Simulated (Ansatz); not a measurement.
A run of Ansatz 0.2.0:

The input input.yaml:

```yaml
crystal:
  lattice:
    - [0.0, 2.1315, 2.1315]
    - [2.1315, 0.0, 2.1315]
    - [2.1315, 2.1315, 0.0]
  atoms:
    - { symbol: Co, position: [0.0, 0.0, 0.0], spin: 2.0 }
    - { symbol: O, position: [0.5, 0.5, 0.5] }
hamiltonian:
  xc: pbe
  pseudopotentials: { kind: paw }
magnetization:
  spin_polarized: true
kpoints:
  mp_grid: { grid: [11, 11, 11] }
scf:
  occupations: { method: gaussian, width: 0.05 }
output:
  forces: true
  stress: true
  eigenvalues: true
```

Potentials or basis: Ansatz PAW.

Command:

```console
$ ansatz run input.yaml --threads 2 --pin off --max-ram 5632MiB --backend cpu --events-out ev --progress --plain --runs-dir out
```

Hardware: 2 threads of Arm Neoverse V1 (shared host).

Question: Estimate the wall time of this run.

Answer: Run time: 3.2 s on 2 threads of Arm Neoverse V1, with other jobs on the host, peak memory 0.3 GiB. Counts: scf iterations 13, plane waves 339, k points 56, bands 17.
